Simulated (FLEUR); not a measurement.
# Ge (Fd-3m) in FLEUR: a series of runs

Runs on Ge. Level: RPBE. Tasks: band structure, equation of state.

Everything below comes from runs of FLEUR MaX-R8.1 (later development tree). Logs are shortened: lines on timing, memory, paths and dates and some standing lists are left out, and cuts for length are marked.

**Experimental background.**

“Electronic and optical properties of SixGe1-x-ySny alloys lattice-matched to Ge”, 2021, arxiv:2109.02782 reports, for a bulk crystal of Ge at 293 K: band gap 0.666 eV (indirect).

The results are compared with them further down.

## 1. The crystal as given

Symmetry: Fd-3m, No. 227, cubic system. Conventional cell: a = 5.658 Å, b = 5.658 Å, c = 5.658 Å, α = 90.00°, β = 90.00°, γ = 90.00°. Ge (site symmetry -43m) is surrounded by 4 Ge at 2.45 Å.

## 2. Band structure, RPBE

Input file inp.xml:

```xml
<?xml version="1.0" encoding="UTF-8" standalone="no"?>
<fleurInput fleurInputVersion="0.39">
   <comment>
      Ge                                                                                                  
   </comment>
   <calculationSetup>
      <cutoffs Kmax="4.58" Gmax="14.2" GmaxXC="14.2" numbands="0"/>
      <scfLoop itmax="60" minDistance="0.00001" maxIterBroyd="15" imix="Anderson" alpha="0.05" precondParam="0.0" spinf="2.0" sdNocoIR="T"/>
      <coreElectrons ctail="T" frcor="F" kcrel="0" coretail_lmax="0"/>
      <xcFunctional name="Rpbe" relativisticCorrections="F"/>
      <magnetism jspins="1"/>
      <soc l_soc="F" theta="0.0" phi="0.0" spav="F"/>
      <expertModes spex="0" secvar="F"/>
      <geometryOptimization l_f="F" forcealpha="1.0" forcemix="BFGS" epsdisp="0.00001" epsforce="0.00001"/>
      <ldaU l_linMix="F" mixParam="0.05" spinf="1.0"/>
   </calculationSetup>
   <cell>
      <bzIntegration valenceElectrons="44.0" mode="hist" fermiSmearingEnergy="0.00183747">
         <kPointListSelection listName="default-1"/>
         <!-- k-points included here -->
         <xi:include xmlns:xi="http://www.w3.org/2001/XInclude" href="kpts.xml"> </xi:include>
      </bzIntegration>
      <!-- symmetry operations included here -->
      <xi:include xmlns:xi="http://www.w3.org/2001/XInclude" href="sym.xml"> </xi:include>
      <bulkLattice scale="1.0">
         <bravaisMatrix>
            <row-1>    0.0000000000000000     5.3458651311421859     5.3458651311421859</row-1>
            <row-2>    5.3458651311421859     0.0000000000000000     5.3458651311421859</row-2>
            <row-3>    5.3458651311421859     5.3458651311421859     0.0000000000000000</row-3>
         </bravaisMatrix>
      </bulkLattice>
   </cell>
   <atomSpecies>
      <species name="Germanium (Ge)" element="Ge" atomicNumber="32">
         <mtSphere radius="2.14" gridPoints="707" logIncrement="0.017"/>
         <atomicCutoffs lmax="9" lnonsphr="7"/>
         <electronConfig flipSpins="F">
            <coreConfig>(1s1/2) (2s1/2) (2p1/2) (2p3/2)</coreConfig>
            <valenceConfig>(3s1/2) (3p1/2) (3p3/2) (4s1/2) (3d3/2) (3d5/2) (4p1/2) (4p3/2)</valenceConfig>
            <stateOccupation state="(4p1/2)" spinUp="0.333333" spinDown="0.333333"/>
            <stateOccupation state="(4p3/2)" spinUp="0.666667" spinDown="0.666667"/>
         </electronConfig>
         <energyParameters s="4" p="4" d="3" f="4"/>
         <lo type="SCLO" l="0" n="3" eDeriv="0"/>
         <lo type="SCLO" l="1" n="3" eDeriv="0"/>
         <lo type="SCLO" l="1" n="3" eDeriv="1"/>
         <lo type="HELO" l="2" n="4" eDeriv="0"/>
         <lo type="HELO" l="2" n="4" eDeriv="1"/>
         <lo type="SCLO" l="3" n="4" eDeriv="2"/>
      </species>
   </atomSpecies>
   <atomGroups>
      <atomGroup species="Germanium (Ge)">
         <relPos label="                   1">-3.000/8.000 -3.000/8.000 -3.000/8.000</relPos>
         <relPos label="                   2">3.000/8.000 3.000/8.000 3.000/8.000</relPos>
         <force calculate="T" relaxXYZ="TTT"/>
      </atomGroup>
   </atomGroups>
   <output dos="F" band="F" slice="F">
      <checks vchk="F" cdinf="F"/>
      <bandDOS minEnergy="-.5*Htr" maxEnergy="0.5*Htr" sigma="0.015" storeEVData="T"/>
      <vacuumDOS vacdos="F" integ="F" star="F" nstars="0" locx1="0.0" locy1="0.0" locx2="0.0" locy2="0.0" nstm="0" tworkf="0.0"/>
      <unfoldingBand unfoldBand="F" supercellX="1" supercellY="1" supercellZ="1"/>
      <plotting iplot="0" polar="F">
         <plot TwoD="T" vec1="  1.0  0.0  0.0" vec2="  0.0  1.0  0.0" vec3="  0.0  0.0  1.0" zero="  0.0  0.0  0.0" file="plot"/>
      </plotting>
      <chargeDensitySlicing numkpt="0" minEigenval="0.0" maxEigenval="0.0" nnne="0" pallst="F"/>
      <specialOutput eonly="F"/>
      <moessbauerParams electricFieldGradient="T" isomerShift="T" coreHyperfine="T" valenceHyperfine="T"/>
      <magneticCircularDichroism mcd="F" energyLo="-10.0" energyUp="0.0"/>
   </output>
  <!-- We include the file relax.xml here to enable relaxations (see documentation) -->
  <xi:include xmlns:xi="http://www.w3.org/2001/XInclude" href="relax.xml"> <xi:fallback/> </xi:include>
</fleurInput>
```

Input file crystal.txt:

```
Ge
&input cartesian=F /
0.0000000000  2.8289100000  2.8289100000
2.8289100000  0.0000000000  2.8289100000
2.8289100000  2.8289100000  0.0000000000
1.8897261246
1.0 1.0 1.0

2
32 0.7500000000  0.7500000000  0.7500000000
32 0.5000000000  0.5000000000  0.5000000000

&kpt div1=8 div2=8 div3=8 gamma=T /
```

Input file inp.xml (bands):

```
<?xml version="1.0" encoding="UTF-8" standalone="no"?>
<fleurInput fleurInputVersion="0.39">
   <comment>
      Ge                                                                                                  
   </comment>
   <calculationSetup>
      <cutoffs Kmax="4.58" Gmax="14.2" GmaxXC="14.2" numbands="0"/>
      <scfLoop itmax="60" minDistance="0.00001" maxIterBroyd="15" imix="Anderson" alpha="0.05" precondParam="0.0" spinf="2.0" sdNocoIR="T"/>
      <coreElectrons ctail="T" frcor="F" kcrel="0" coretail_lmax="0"/>
      <xcFunctional name="Rpbe" relativisticCorrections="F"/>
      <magnetism jspins="1"/>
      <soc l_soc="F" theta="0.0" phi="0.0" spav="F"/>
      <expertModes spex="0" secvar="F"/>
      <geometryOptimization l_f="F" forcealpha="1.0" forcemix="BFGS" epsdisp="0.00001" epsforce="0.00001"/>
      <ldaU l_linMix="F" mixParam="0.05" spinf="1.0"/>
   </calculationSetup>
   <cell>
      <bzIntegration valenceElectrons="44.0" mode="hist" fermiSmearingEnergy="0.00183747">
         <kPointListSelection listName="path-1"/>
         <!-- k-points included here -->
         <xi:include xmlns:xi="http://www.w3.org/2001/XInclude" href="kpts.xml"> </xi:include>
      </bzIntegration>
      <!-- symmetry operations included here -->
      <xi:include xmlns:xi="http://www.w3.org/2001/XInclude" href="sym.xml"> </xi:include>
      <bulkLattice scale="1.0">
         <bravaisMatrix>
            <row-1>    0.0000000000000000     5.3458651311421859     5.3458651311421859</row-1>
            <row-2>    5.3458651311421859     0.0000000000000000     5.3458651311421859</row-2>
            <row-3>    5.3458651311421859     5.3458651311421859     0.0000000000000000</row-3>
         </bravaisMatrix>
      </bulkLattice>
   </cell>
   <atomSpecies>
      <species name="Germanium (Ge)" element="Ge" atomicNumber="32">
         <mtSphere radius="2.14" gridPoints="707" logIncrement="0.017"/>
         <atomicCutoffs lmax="9" lnonsphr="7"/>
         <electronConfig flipSpins="F">
            <coreConfig>(1s1/2) (2s1/2) (2p1/2) (2p3/2)</coreConfig>
            <valenceConfig>(3s1/2) (3p1/2) (3p3/2) (4s1/2) (3d3/2) (3d5/2) (4p1/2) (4p3/2)</valenceConfig>
            <stateOccupation state="(4p1/2)" spinUp="0.333333" spinDown="0.333333"/>
            <stateOccupation state="(4p3/2)" spinUp="0.666667" spinDown="0.666667"/>
         </electronConfig>
         <energyParameters s="4" p="4" d="3" f="4"/>
         <lo type="SCLO" l="0" n="3" eDeriv="0"/>
         <lo type="SCLO" l="1" n="3" eDeriv="0"/>
         <lo type="SCLO" l="1" n="3" eDeriv="1"/>
         <lo type="HELO" l="2" n="4" eDeriv="0"/>
         <lo type="HELO" l="2" n="4" eDeriv="1"/>
         <lo type="SCLO" l="3" n="4" eDeriv="2"/>
      </species>
   </atomSpecies>
   <atomGroups>
      <atomGroup species="Germanium (Ge)">
         <relPos label="                   1">-3.000/8.000 -3.000/8.000 -3.000/8.000</relPos>
         <relPos label="                   2">3.000/8.000 3.000/8.000 3.000/8.000</relPos>
         <force calculate="T" relaxXYZ="TTT"/>
      </atomGroup>
   </atomGroups>
   <output dos="F" band="T" slice="F">
      <checks vchk="F" cdinf="F"/>
      <bandDOS minEnergy="-.5*Htr" maxEnergy="0.5*Htr" sigma="0.015" storeEVData="T"/>
      <vacuumDOS vacdos="F" integ="F" star="F" nstars="0" locx1="0.0" locy1="0.0" locx2="0.0" locy2="0.0" nstm="0" tworkf="0.0"/>
      <unfoldingBand unfoldBand="F" supercellX="1" supercellY="1" supercellZ="1"/>
      <plotting iplot="0" polar="F">
         <plot TwoD="T" vec1="  1.0  0.0  0.0" vec2="  0.0  1.0  0.0" vec3="  0.0  0.0  1.0" zero="  0.0  0.0  0.0" file="plot"/>
      </plotting>
      <chargeDensitySlicing numkpt="0" minEigenval="0.0" maxEigenval="0.0" nnne="0" pallst="F"/>
      <specialOutput eonly="F"/>
      <moessbauerParams electricFieldGradient="T" isomerShift="T" coreHyperfine="T" valenceHyperfine="T"/>
      <magneticCircularDichroism mcd="F" energyLo="-10.0" energyUp="0.0"/>
   </output>
  <!-- We include the file relax.xml here to enable relaxations (see documentation) -->
  <xi:include xmlns:xi="http://www.w3.org/2001/XInclude" href="relax.xml"> <xi:fallback/> </xi:include>
</fleurInput>
```

Potentials or basis: all-electron, FLAPW.

Started as:

```bash
$ inpgen -f crystal.txt -profile fastHighL
$ # inp.xml edited to the form shown
$ fleur_MPI
$ fleur_MPI   # second run, on inp.xml (bands)
```

Standard output:

```text
Welcome to FLEUR        (www.flapw.de)
      MaX-Release 8.1          (www.max-centre.eu)

 ========== k-point set info ==========
 Selected k-point list: default-1
 k-point list type: mesh
 8 x 8 x 8
 Number of k points: 29

 ------------Calculation Setup---------------------------
 Number of MPI-tasks      :            1
 Number of PE/node        :            1
 Number of OMP-threads    :            1
 Most efficient MPI parallelization for:
           1          29
 Additional eigenvalue parallelization possible
 Number of basis functions:          615
 Approximate size of matrices (H+S) per k-point:         0.006 GB
 --------------------------------------------------------
 Iteration:     1   Distance:       6.57836789 me/bohr^3
 Iteration:     2   Distance:       6.18489853 me/bohr^3
 Iteration:     3   Distance:       2.46402680 me/bohr^3
 Iteration:     4   Distance:       0.35321450 me/bohr^3
 Iteration:     5   Distance:       0.28628705 me/bohr^3
 Iteration:     6   Distance:       0.04616001 me/bohr^3
 Iteration:     7   Distance:       0.04225843 me/bohr^3
 Iteration:     8   Distance:       0.01061864 me/bohr^3
 Iteration:     9   Distance:       0.00564505 me/bohr^3
 Iteration:    10   Distance:       0.00248932 me/bohr^3
 Iteration:    11   Distance:       0.00021670 me/bohr^3
 Iteration:    12   Distance:       0.00032633 me/bohr^3
 Iteration:    13   Distance:       0.00002171 me/bohr^3
 Iteration:    14   Distance:       0.00002298 me/bohr^3
 Iteration:    15   Distance:       0.00000095 me/bohr^3

 ********************************************************************
 Run finished successfully
 Stop message:
   all done
 ********************************************************************
```

output (bands):

```text
Welcome to FLEUR        (www.flapw.de)
      MaX-Release 8.1          (www.max-centre.eu)

 ========== k-point set info ==========
 Selected k-point list: path-1
 k-point list type: path
 Number of k points: 60

 ------------Calculation Setup---------------------------
 Number of MPI-tasks      :            1
 Number of PE/node        :            1
 Number of OMP-threads    :            1
 Most efficient MPI parallelization for:
           1           2           3           4           5           6          10          12          15          20          30          60
 Additional eigenvalue parallelization possible
 Number of basis functions:          615
 Approximate size of matrices (H+S) per k-point:         0.006 GB
 --------------------------------------------------------
 Fermi energy correction for metals:
 Fermi energy in bands.* files may not be consistent with last density.
 Please correct it manually (e.g. in band.gnu file).

 Note: Band structure data (together with different weights) is also stored in the banddos.hdf file.
       A convenient way of extracting and plotting the data from that file is by making use of the

 ********************************************************************
 Run finished successfully
 Stop message:
   Charge density postprocessing done.
 ********************************************************************
```

out.xml (last iteration):

```text
<iteration numberForCurrentRun="   15" overallNumber="   15">
         <energyParameters units="Htr">
            <atomicEP atomType="1" spin="1" branch="4s" branchLowest="-5.78" branchHighest="1.09" value="-0.1450186638"/>
            <atomicEP atomType="1" spin="1" branch="4p" branchLowest="-3.82" branchHighest="1.80" value="0.0585946334"/>
            <atomicEP atomType="1" spin="1" branch="3d" branchLowest="-9.99" branchHighest="-0.61" value="-0.6422333823"/>
            <atomicEP atomType="1" spin="1" branch="4f" branchLowest="-9.99" branchHighest="3.73" value="0.4121764822"/>
            <loAtomicEP atomType="1" spin="1" branch="3s" branchLowest="-49.97" branchHighest="-5.78" value="-5.7788069682"/>
            <loAtomicEP atomType="1" spin="1" branch="3p" branchLowest="-43.58" branchHighest="-3.82" value="-3.8292772166"/>
            <loAtomicEP atomType="1" spin="1" branch="3p" branchLowest="-43.58" branchHighest="-3.82" value="-3.8292772166"/>
            <heloAtomicEP atomType="1" spin="1" branch="4d" branchLowest="2.20" branchHighest="2.20" value="2.1964235117"/>
            <heloAtomicEP atomType="1" spin="1" branch="4d" branchLowest="2.20" branchHighest="2.20" value="2.1964235117"/>
            <loAtomicEP atomType="1" spin="1" branch="4f" branchLowest="-9.99" branchHighest="3.73" value="0.4121804863"/>
         </energyParameters>
         <eigenvalues>
            <eigenvaluesAt spin="1" ikpt="1" k_x="0.00000000" k_y="0.00000000" k_z="0.00000000">
                      -5.7788476027       -5.7787628208       -3.8273478770       -3.8273478770       -3.8273478770
                      -3.8270314196       -3.8270314196       -3.8270314196       -0.6551636810       -0.6551636810
                      -0.6551636810       -0.6537996313       -0.6537996313       -0.6459450199       -0.6459450199
                      -0.6459450199       -0.6454198079       -0.6454198079       -0.2209635361        0.2448604555
                       0.2448604555        0.2448604555        0.2575609159        0.3411721228        0.3411721228
                       0.3411721228        0.5010831100        0.5907369084        0.5907369084        0.6511449689
                       0.6511449689        0.6511449689        0.7781029636        1.1838923820
            </eigenvaluesAt>
            <eigenvaluesAt spin="1" ikpt="2" k_x="0.00000000" k_y="0.00000000" k_z="0.12500000">
                      -5.7788451462       -5.7787651859       -3.8273505340       -3.8273505340       -3.8273419976
[... 38 lines left out ...]
            <state n="2" l="0" j="0.5" energy="-49.9659743775" weight="1.0000000000"/>
            <state n="2" l="1" j="0.5" energy="-44.3700471314" weight="1.0000000000"/>
            <state n="2" l="1" j="1.5" energy="-43.1994044401" weight="2.0000000000"/>
         </coreStates>
         <allElectronCharges>
            <spinDependentCharge spin="1" total="64.0000000" interstitial="4.1386533" mtSpheres="59.8613467"/>
            <totalCharge value="64.0000000008"/>
         </allElectronCharges>
         <moessbauerParams unitsHFF="kG" unitsIS="e/bohr^3" unitsEFG="Htr/bohr^2">
            <coreIsomerShift atomType="1" isTotal="31510.89903">
               <shell n="1" l="0" isomerShift="28606.65754"/>
               <shell n="2" l="0" isomerShift="2879.01220"/>
               <shell n="2" l="1" isomerShift="25.22930"/>
            </coreIsomerShift>
            <isomerShift atomType="1" nucleusRadius="0.0000986" averageDensity="31978.70202"/>
            <electricFieldGradient atomType="1" VXX="0.00000" VYY="0.00000" VZZ="0.00000" asymParam="0.00000">
            </electricFieldGradient>
         </moessbauerParams>
         <totalEnergy                                    value="    -4198.5867627937" units="Htr">
            <sumOfEigenvalues                            value="    -2413.9029566678">
               <coreElectrons value="-2332.1800600639"/>
               <valenceElectrons value="-81.7228966038"/>
            </sumOfEigenvalues>
            <densityCoulombPotentialIntegral value="-6495.5085284294"/>
            <densityEffectivePotentialIntegral value="-6701.7582274016"/>
            <chargeDenXCDenIntegral value="-159.9939098014"/>
            <FockExchangeEnergyValence value="0.0000000000"/>
            <FockExchangeEnergyCore value="0.0000000000"/>
            <atomTypeDependentContributions atomType="1">
               <electronNucleiInteractionDifferentMTs value="5045.1382584088"/>
               <MadelungTerm value="-33.5556011026"/>
            </atomTypeDependentContributions>
            <tkbTimesEntropy value="0.0000051383"/>
            <freeEnergy value="-4198.5867679320"/>
            <extrapolationTo0K value="-4198.5867653628"/>
         </totalEnergy>
         <densityConvergence units="me/bohr^3">
            <chargeDensity spin="1" distance="0.0000009466"/>
         </densityConvergence>
      </iteration>
```

It took 66 s on 1 thread of AMD EPYC 7R43 (Zen 3), shared host; peak memory 0.06 GiB.

Results:

```yaml
Free_energy: -114249.3662 eV
Band_gap_on_the_k_mesh: 0.35 eV, direct
Band_gap_along_the_path: 0.35 eV, direct
Valence_electrons_inside_the_program's_atomic_spheres: Ge 19.93 (radii Ge 2.14 bohr)
```

Levels at the corners of the path, in eV from the valence-band top:
```csv
point,band 18,band 19,band 20,band 21,band 22,band 23,band 24,band 25,band 26,band 27
Γ,-24.23,-12.68,0.00,0.00,0.00,0.35,2.62,2.62,2.62,6.97
X,-24.18,-8.79,-8.79,-3.05,-3.05,0.99,0.99,9.65,9.65,11.95
W,-24.17,-8.70,-8.70,-3.83,-3.83,4.48,4.48,4.91,4.91,11.18
K,-24.17,-9.27,-8.20,-4.25,-2.61,1.38,4.26,7.42,7.47,8.40
Γ,-24.23,-12.68,0.00,0.00,0.00,0.35,2.62,2.62,2.62,6.97
L,-24.20,-10.59,-7.49,-1.40,-1.40,0.43,3.84,3.84,7.55,10.95
U,-24.17,-9.27,-8.20,-4.25,-2.61,1.38,4.26,7.42,7.47,8.40
W,-24.17,-8.70,-8.70,-3.83,-3.83,4.48,4.48,4.91,4.91,11.18
L,-24.20,-10.59,-7.49,-1.40,-1.40,0.43,3.84,3.84,7.55,10.95
K,-24.17,-9.27,-8.20,-4.25,-2.61,1.38,4.26,7.42,7.47,8.40
U,-24.17,-9.27,-8.20,-4.25,-2.61,1.38,4.26,7.42,7.47,8.40
X,-24.18,-8.79,-8.79,-3.05,-3.05,0.99,0.99,9.65,9.65,11.95
```

Core levels (eV from the Fermi level):
| atom | levels |
| --- | --- |
| 1 Ge | 1s1/2 -10954.3, 2s1/2 -1366.5, 2p1/2 -1214.2, 2p3/2 -1182.4 |
| 2 Ge | 1s1/2 -10954.3, 2s1/2 -1366.5, 2p1/2 -1214.2, 2p3/2 -1182.4 |

## 3. Equation of state, RPBE, 21.28 Å³/atom (volume scaled by 0.94)

Edit inp.xml of step 2 so:

```diff
@@ -6,3 +6,3 @@
    <calculationSetup>
-      <cutoffs Kmax="4.58" Gmax="14.2" GmaxXC="14.2" numbands="0"/>
+      <cutoffs Kmax="4.71" Gmax="14.6" GmaxXC="14.6" numbands="0"/>
       <scfLoop itmax="60" minDistance="0.00001" maxIterBroyd="15" imix="Anderson" alpha="0.05" precondParam="0.0" spinf="2.0" sdNocoIR="T"/>
@@ -24,3 +24,3 @@
       <xi:include xmlns:xi="http://www.w3.org/2001/XInclude" href="sym.xml"> </xi:include>
-      <bulkLattice scale="1.0">
+      <bulkLattice scale="0.9795861087">
          <bravaisMatrix>
@@ -34,3 +34,3 @@
       <species name="Germanium (Ge)" element="Ge" atomicNumber="32">
-         <mtSphere radius="2.14" gridPoints="707" logIncrement="0.017"/>
+         <mtSphere radius="2.08" gridPoints="707" logIncrement="0.017"/>
          <atomicCutoffs lmax="9" lnonsphr="7"/>
```

Potentials or basis: all-electron, FLAPW.

Started as:

```bash
$ inpgen -f crystal.txt -profile fastHighL
$ # inp.xml edited to the form shown
$ fleur_MPI
```

Run time: 61 s. Hardware: 1 thread of AMD EPYC 7R43 (Zen 3), shared host; peak memory 0.08 GiB.

The run converged. Its results:

```
Free energy                                           : -114249.2283 eV
Band gap on the k mesh                                : 0.62 eV, indirect (least direct gap 0.93 eV)
Valence electrons inside the program's atomic spheres : Ge 19.81 (radii Ge 2.08 bohr)
```

## 4. Equation of state, RPBE, 21.73 Å³/atom (volume scaled by 0.96)

Edit inp.xml of step 3 so:

```diff
@@ -24,3 +24,3 @@
       <xi:include xmlns:xi="http://www.w3.org/2001/XInclude" href="sym.xml"> </xi:include>
-      <bulkLattice scale="0.9795861087">
+      <bulkLattice scale="0.9864848297">
          <bravaisMatrix>
```

Started as:

```bash
$ inpgen -f crystal.txt -profile fastHighL
$ # inp.xml edited to the form shown
$ fleur_MPI
```

It took 70 s on 1 thread of AMD EPYC 7R43 (Zen 3), shared host; peak memory 0.08 GiB.

It converged, with:

```
Free energy                                           : -114249.2843 eV
Band gap on the k mesh                                : 0.56 eV, indirect (least direct gap 0.73 eV)
Valence electrons inside the program's atomic spheres : Ge 19.80 (radii Ge 2.08 bohr)
```

[end of part 1 of 2]
